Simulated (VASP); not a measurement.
# InSb (F-43m) in VASP: band structure with PBE

Aim: the band structure of InSb with PBE.

Program: VASP 6.6.1. These are calculated values, not measurements. Logs are shortened: lines on timing, memory, paths and dates and some standing lists are left out, and cuts for length are marked.

## 1. The crystal as given

Symmetry: F-43m, No. 216, cubic system. Conventional cell: a = 7.001 Å, b = 7.001 Å, c = 7.001 Å, α = 90.00°, β = 90.00°, γ = 90.00°. Around In (site symmetry -43m) lie 4 Sb at 3.03 Å. Around Sb (site symmetry -43m) lie 4 In at 3.03 Å.

## 2. Band structure, PBE

File INCAR:

```
SYSTEM = InSb
PREC = Accurate
ENCUT = 520
EDIFF = 1E-7
ISMEAR = 0
SIGMA = 0.02
LREAL = .FALSE.
LASPH = .TRUE.
NELM = 80
ALGO = Normal
ISIF = 2
LWAVE = .FALSE.
LCHARG = .FALSE.
GGA = PE
```

File KPOINTS:

```
Automatic mesh
0
G
  2 2 2
  0 0 0
```

File POSCAR:

```
InSb                                    
1.0
    0.0000000000      3.5006697972      3.5006697972
    3.5006697972      0.0000000000      3.5006697972
    3.5006697972      3.5006697972      0.0000000000
  In              Sb            
     1     1
Direct
     0.0000000000000000    1.0000000000000000    1.0000000000000000
     0.2500000000000000    0.2500000000000000    0.2500000000000000
```

File KPOINTS_OPT:

```
path GXWKGLUWLK,UX
10
line-mode
reciprocal
 0.0000000000  0.0000000000  0.0000000000  G
 0.5000000000  0.0000000000  0.5000000000  X

 0.5000000000  0.0000000000  0.5000000000  X
 0.5000000000  0.2500000000  0.7500000000  W

 0.5000000000  0.2500000000  0.7500000000  W
 0.3750000000  0.3750000000  0.7500000000  K

 0.3750000000  0.3750000000  0.7500000000  K
 0.0000000000  0.0000000000  0.0000000000  G

 0.0000000000  0.0000000000  0.0000000000  G
 0.5000000000  0.5000000000  0.5000000000  L

 0.5000000000  0.5000000000  0.5000000000  L
 0.6250000000  0.2500000000  0.6250000000  U

 0.6250000000  0.2500000000  0.6250000000  U
 0.5000000000  0.2500000000  0.7500000000  W

 0.5000000000  0.2500000000  0.7500000000  W
 0.5000000000  0.5000000000  0.5000000000  L

 0.5000000000  0.5000000000  0.5000000000  L
 0.3750000000  0.3750000000  0.7500000000  K

 0.6250000000  0.2500000000  0.6250000000  U
 0.5000000000  0.0000000000  0.5000000000  X
```

Potentials or basis: VASP PAW PBE potentials, release 64 (In_d, Sb).

On the command line:

```console
cat potpaw_PBE.64/In_d/POTCAR potpaw_PBE.64/Sb/POTCAR > POTCAR
mpirun -np 1 vasp_std > vasp.out
```

OUTCAR:

```text
SYSTEM = InSb
   PREC = Accurate
   ENCUT = 520
   EDIFF = 1E-7
   ISMEAR = 0
   LREAL = .FALSE.
   LASPH = .TRUE.
   NELM = 80
   ISIF = 2
   GGA = PE

 ion  position               nearest neighbor table
   1  0.000  0.000  0.000-   2 3.03   2 3.03   2 3.03   2 3.03
   2  0.250  0.250  0.250-   1 3.03   1 3.03   1 3.03   1 3.03

  LATTYP: Found a face centered cubic cell.
 ALAT       =     7.0013395944

  Lattice vectors:

 A1 = (   0.0000000000,   3.5006697972,   3.5006697972)
 A2 = (   3.5006697972,   0.0000000000,   3.5006697972)
 A3 = (   3.5006697972,   3.5006697972,   0.0000000000)

Analysis of symmetry for initial positions (statically):
=====================================================================
 Subroutine PRICEL returns:
 Original cell was already a primitive cell.

 Routine SETGRP: Setting up the symmetry group for a
 face centered cubic supercell.

 Subroutine GETGRP returns: Found 24 space group operations
 (whereof 24 operations were pure point group operations)
 out of a pool of 48 trial point group operations.

The static configuration has the point symmetry T_d .

Analysis of symmetry for dynamics (positions and initial velocities):
=====================================================================
 Subroutine PRICEL returns:
 Original cell was already a primitive cell.

 Routine SETGRP: Setting up the symmetry group for a
 face centered cubic supercell.

 Subroutine GETGRP returns: Found 24 space group operations
 (whereof 24 operations were pure point group operations)
 out of a pool of 48 trial point group operations.

The dynamic configuration has the point symmetry T_d .

 Subroutine INISYM returns: Found 24 space group operations
 (whereof 24 operations are pure point group operations),
 and found     1 'primitive' translations

----------------------------------------------------------------------------------------

                                     Primitive cell

  volume of cell :      85.7992

  direct lattice vectors                    reciprocal lattice vectors
     0.000000000  3.500669797  3.500669797    -0.142829809  0.142829809  0.142829809
     3.500669797  0.000000000  3.500669797     0.142829809 -0.142829809  0.142829809
     3.500669797  3.500669797  0.000000000     0.142829809  0.142829809 -0.142829809

  length of vectors
     4.950694705  4.950694705  4.950694705     0.247388487  0.247388487  0.247388487

  position of ions in fractional coordinates (direct lattice)
     0.000000000  0.000000000  0.000000000
     0.250000000  0.250000000  0.250000000

  ion indices of the primitive-cell ions
   primitive index   ion index
                 1           1
                 2           2

----------------------------------------------------------------------------------------

 KPOINTS: Automatic mesh

Automatic generation of k-mesh.
 Grid dimensions read from file:
 generate k-points for:    2    2    2

 Generating k-lattice:

  Cartesian coordinates                     Fractional coordinates (reciprocal lattice)
    -0.071414905  0.071414905  0.071414905     0.500000000  0.000000000  0.000000000
     0.071414905 -0.071414905  0.071414905     0.000000000  0.500000000  0.000000000
     0.071414905  0.071414905 -0.071414905     0.000000000  0.000000000  0.500000000

  Length of vectors
     0.123694243  0.123694243  0.123694243

  Shift w.r.t. Gamma in fractional coordinates (k-lattice)
     0.000000000  0.000000000  0.000000000

 Subroutine IBZKPT returns following result:
 ===========================================

 Found      3 irreducible k-points:

 Following reciprocal coordinates:
            Coordinates               Weight
  0.000000  0.000000  0.000000      1.000000
  0.500000  0.000000  0.000000      4.000000
  0.500000  0.500000  0.000000      3.000000
   k-points           NKPTS =      3   k-points in BZ     NKDIM =      3   number of bands    NBANDS=     13
   number of dos      NEDOS =    301   number of ions     NIONS =      2
   total plane-waves  NPLWV =  64000
   dimension x,y,z NGX =    40 NGY =   40 NGZ =   40
   dimension x,y,z NGXF=    80 NGYF=   80 NGZF=   80
   ions per type =               1   1
   NGX,Y,Z   is equivalent  to a cutoff of  13.43, 13.43, 13.43 a.u.
   NGXF,Y,Z  is equivalent  to a cutoff of  26.86, 26.86, 26.86 a.u.
 SYSTEM =  InSb
   PREC   = accura    normal or accurate (medium, high low for compatibility)
   ISTART =      0    job   : 0-new  1-cont  2-samecut
   ICHARG =      2    charge: 1-file 2-atom 10-const
   ISPIN  =      1    spin polarized calculation?
   LNONCOLLINEAR =      F non collinear calculations
   LSORBIT =      F    spin-orbit coupling
   LASPH  =      T    aspherical Exc in radial PAW
   ENCUT  =  520.0 eV  38.22 Ry    6.18 a.u.   9.21  9.21  9.21*2*pi/ulx,y,z
   NELM   =     80;   NELMIN=  2; NELMDL= -5     # of ELM steps
   EDIFF  = 0.1E-06   stopping-criterion for ELM
   LREAL  =      F    real-space projection
   EDIFFG = 0.1E-05   stopping-criterion for IOM
   NSW    =      0    number of steps for IOM
   IBRION =     -1    ionic relax: 0-MD 1-quasi-New 2-CG
   NFREE  =      0    steps in history (QN), initial steepest desc. (CG)
   ISIF   =      2    stress and relaxation
   ISYM   =      2    0-nonsym 1-usesym 2-fastsym
   POTIM  = 0.5000    time-step for ionic-motion
   TEBEG  =    0.0;   TEEND  =   0.0 temperature during run
   PSTRESS=    0.0 pullay stress
   NELECT =      18.0000    total number of electrons
   NUPDOWN=      -1.0000    fix difference up-down
   EMIN   =  10.00;   EMAX   =-10.00  energy-range for DOS
   EFERMI =   0.00;   METHOD = LEGACY
   ISMEAR =     0;   SIGMA  =   0.02  broadening in eV -4-tet -1-fermi 0-gaus
   EFERMI_NEDOS =   21; number of points for ismear=-14 and -15
   IALGO  =     38    algorithm
   IMIX   =      4    mixing-type and parameters
     AMIX     =   0.40;   BMIX     =  1.00
     AMIX_MAG =   1.60;   BMIX_MAG =  1.00
  volume/ion in A,a.u.               =      42.90       289.50
  Fermi-wavevector in a.u.,A,eV,Ry     =   0.972757  1.838245 12.874606  0.946257
  Thomas-Fermi vector in A             =   2.103082
   LORBIT       =      0    0 simple, 1 ext, 2 COOP (PROOUT), +10 PAW based schemes
   GGA     = PE    functional components
   LHFCALC =     F    Hartree Fock is set to
   AEXX    =    0.0000 exact exchange contribution
   IVDW    =     0    specifies the selected vdW correction
   LEPSILON=     F    determine dielectric tensor
   LRPA    =     F    only Hartree local field effects (RPA)
 non-spin polarized calculation
 Gauss-broadening in eV      SIGMA  =   0.02
  energy-cutoff  :      520.00
  volume of cell :       85.80
 maximum number of plane-waves:      2332
 NGX is ok and might be reduce to    40
   NGX = 19   NGY = 19   NGZ = 19

 number of electron      18.0000002 magnetization

 Free energy of the ion-electron system (eV)
  ---------------------------------------------------
  ext. energy  EPLUGINS =         0.00000000
  ---------------------------------------------------
  free energy    TOTEN  =        -5.37806534 eV

  energy without entropy =       -5.37420878  energy(sigma->0) =       -5.37613706

 E-fermi :   3.2036     XC(G=0):  -7.5521

 val. band max:        3.1975363065   @ k =   0.0000   0.0000   0.0000
 cond. band min:       3.3192399671   @ k =   0.5000   0.0000   0.0000
 fundamental gap:      0.1217036606
 Fermi energy:         3.2036275157

 k-point     1 :       0.0000    0.0000    0.0000
  band No.  band energies     occupation
      1     -11.2062      2.00000
      2     -11.2062      2.00000
      3     -11.2062      2.00000
      4     -11.1752      2.00000
      5     -11.1752      2.00000
      6      -6.2599      2.00000
      7       1.7323      2.00000
      8       3.1975      1.33334
      9       3.1975      1.33334
     10       3.1975      1.33332
     11       5.9973      0.00000
     12       5.9973      0.00000
     13       5.9973      0.00000

 k-point     2 :       0.5000    0.0000    0.0000
  band No.  band energies     occupation
      1     -11.2215      2.00000
      2     -11.1991      2.00000
      3     -11.1991      2.00000
      4     -11.1739      2.00000
      5     -11.1739      2.00000
      6      -5.3701      2.00000
      7      -1.6296      2.00000
      8       2.4659      2.00000
      9       2.4659      2.00000
     10       3.3192      0.00000
     11       6.7906      0.00000
     12       6.7906      0.00000
     13       9.1314      0.00000

 k-point     3 :       0.5000    0.5000    0.0000
  band No.  band energies     occupation
      1     -11.2352      2.00000
      2     -11.1890      2.00000
      3     -11.1890      2.00000
      4     -11.1815      2.00000
      5     -11.1710      2.00000
      6      -4.9864      2.00000
      7      -1.9845      2.00000
      8       1.5481      2.00000
      9       1.5481      2.00000
     10       4.4837      0.00000
     11       4.7684      0.00000
     12       9.9281      0.00000
     13       9.9281      0.00000

------------------------ aborting loop because EDIFF is reached ----------------------------------------

  FORCE on cell =-STRESS in cart. coord.  units (eV):
  Direction    XX          YY          ZZ          XY          YZ          ZX
  --------------------------------------------------------------------------------------
  -------------------------------------------------------------------------------------
  Total       -0.0010488     -0.0010488     -0.0010488      0.0000000      0.0000000     -0.0000000
  in kB       -0.0195857     -0.0195857     -0.0195857      0.0000000      0.0000000     -0.0000000
  external PRESSURE =      -0.0195857 kB  Pullay stress =       0.0000000 kB

 VOLUME and BASIS-vectors are now :
 -----------------------------------------------------------------------------
  energy-cutoff  :      520.00
  volume of cell :       85.80
      direct lattice vectors                 reciprocal lattice vectors
     0.000000000  3.500669797  3.500669797    -0.142829809  0.142829809  0.142829809
     3.500669797  0.000000000  3.500669797     0.142829809 -0.142829809  0.142829809
     3.500669797  3.500669797  0.000000000     0.142829809  0.142829809 -0.142829809

 POSITION                                       TOTAL-FORCE (eV/Angst)
 -----------------------------------------------------------------------------------
      0.00000      0.00000      0.00000        -0.000000      0.000000      0.000000
      1.75033      1.75033      1.75033         0.000000     -0.000000     -0.000000
 -----------------------------------------------------------------------------------
    total drift:                               -0.000000     -0.000000     -0.000000

  FREE ENERGIE OF THE ION-ELECTRON SYSTEM (eV)
  ---------------------------------------------------
  free  energy   TOTEN  =        -5.3780653427 eV

  energy  without entropy=       -5.3742087847  energy(sigma->0) =       -5.37613706
```

It took 79 s on 1 thread of Intel Xeon Platinum 8488C (Sapphire Rapids), shared host; peak memory 0.24 GiB.

What came out:

* Free energy: -5.3781 eV
* Pressure: 0.0 GPa
* Band gap along the path: none (metal or under the smearing width)

Levels at the corners of the path, in eV from the Fermi level:
| point | band 7 | band 8 | band 9 | band 10 | band 11 | band 12 |
| --- | --- | --- | --- | --- | --- | --- |
| Γ | -1.47 | -0.01 | -0.01 | -0.01 | 2.79 | 2.79 |
| X | -5.19 | -1.66 | -1.66 | 1.28 | 1.56 | 6.72 |
| X | -5.19 | -1.66 | -1.66 | 1.28 | 1.56 | 6.72 |
| W | -5.13 | -2.07 | -1.96 | 2.64 | 3.59 | 3.84 |
| W | -5.13 | -2.07 | -1.96 | 2.64 | 3.59 | 3.84 |
| K | -5.10 | -2.26 | -1.40 | 1.54 | 3.22 | 5.37 |
| K | -5.10 | -2.26 | -1.40 | 1.54 | 3.22 | 5.37 |
| Γ | -1.47 | -0.01 | -0.01 | -0.01 | 2.79 | 2.79 |
| Γ | -1.47 | -0.01 | -0.01 | -0.01 | 2.79 | 2.79 |
| L | -4.83 | -0.74 | -0.74 | 0.12 | 3.59 | 3.59 |
| L | -4.83 | -0.74 | -0.74 | 0.12 | 3.59 | 3.59 |
| U | -5.10 | -2.26 | -1.40 | 1.54 | 3.22 | 5.37 |
| U | -5.10 | -2.26 | -1.40 | 1.54 | 3.22 | 5.37 |
| W | -5.13 | -2.07 | -1.96 | 2.64 | 3.59 | 3.84 |
| W | -5.13 | -2.07 | -1.96 | 2.64 | 3.59 | 3.84 |
| L | -4.83 | -0.74 | -0.74 | 0.12 | 3.59 | 3.59 |
| L | -4.83 | -0.74 | -0.74 | 0.12 | 3.59 | 3.59 |
| K | -5.10 | -2.26 | -1.40 | 1.54 | 3.22 | 5.37 |
| U | -5.10 | -2.26 | -1.40 | 1.54 | 3.22 | 5.37 |
| X | -5.19 | -1.66 | -1.66 | 1.28 | 1.56 | 6.72 |

Caveat: the k mesh is coarse (spacing up to 0.78 Å⁻¹), so the values aren't converged; spin-orbit coupling is left out, which moves the levels of the heavy elements; this crystal is a semiconductor, whose small gap the functional closes, so the metal is an error of the method.
